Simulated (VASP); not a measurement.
## From an Ansatz input to VASP: MgS (rocksalt)

Ansatz input

```yaml
crystal:
  lattice:
    - [0.0, 2.6015179371, 2.6015179371]
    - [2.6015179371, 0.0, 2.6015179371]
    - [2.6015179371, 2.6015179371, 0.0]
  atoms:
    - { symbol: Mg, position: [0.0, 0.0, 0.0] }
    - { symbol: S, position: [0.5, 0.5, 0.5] }
kpoints:
  mp_grid: { grid: [6, 6, 6] }
hamiltonian:
  xc: pbe
scf:
  occupations: { method: fixed }
gw:
  n_empty_bands: 260
  ecut_chi: 220
  qp_bands: [v2, c2]
  qp_kpoints: band_edges
  screening: { model: contour_deformation }
```

Task: Write VASP inputs for this cell and level of theory.

Result: 

INCAR, step 1 (ground state)

```
NELM = 120
SIGMA = 0.01
LWAVE = .TRUE.
PREC = Accurate
GGA = PE
LASPH = .TRUE.
EDIFF = 1E-7
LREAL = .FALSE.
ENCUT = 500
LCHARG = .FALSE.
ISMEAR = 0
```

INCAR, step 2 (empty bands)

```
EDIFF = 1E-7
LOPTICS = .TRUE.
LREAL = .FALSE.
ENCUT = 500
PREC = Accurate
LASPH = .TRUE.
GGA = PE
ISMEAR = 0
ISTART = 1
NBANDS = 268
LWAVE = .TRUE.
ALGO = Exact
SIGMA = 0.01
LCHARG = .FALSE.
NELM = 1
```

INCAR, step 3 (GW)

```
ENCUTGWSOFT = 220
ENCUTGW = 220
NOMEGA = 64
EDIFF = 1E-7
LWAVE = .FALSE.
NELMGW = 1
PREC = Accurate
LREAL = .FALSE.
PRECFOCK = Fast
ISTART = 1
NBANDS = 268
ISMEAR = 0
SIGMA = 0.01
NBANDSGW = 16
NELM = 120
GGA = PE
ENCUT = 500
LCHARG = .FALSE.
ALGO = EVGW0
LASPH = .TRUE.
```

KPOINTS

```
KPOINTS created by Atomic Simulation Environment
0
Gamma
6 6 6
0 0 0
```

POSCAR

```
Mg S
 1.0000000000000000
     0.0000000000000000    2.6015179371121850    2.6015179371121850
     2.6015179371121850   -0.0000000000000000    2.6015179371121850
     2.6015179371121850    2.6015179371121850   -0.0000000000000000
 Mg  S
   1   1
Cartesian
 -0.0000000000000000 -0.0000000000000000  0.0000000000000000
  2.6015179371121850  2.6015179371121850  2.6015179371121850
```

VASP ran with the GW set of PAW datasets (16 valence electrons in the cell). Other inputs would serve too.

|  | Ansatz | VASP |
| --- | --- | --- |
| PBE gap on the mesh | 2.79 eV | 2.78 eV |
| G₀W₀ gap on the mesh | 4.30 eV | 4.38 eV |

The two codes use different PAW datasets and cutoffs. VASP's cell holds 16 valence electrons and Ansatz's 16. Both sum 260 empty bands with a screening cutoff of 220 eV, short of the basis and mesh limit, and the G₀W₀ gap is that of the linearised levels of the first step.
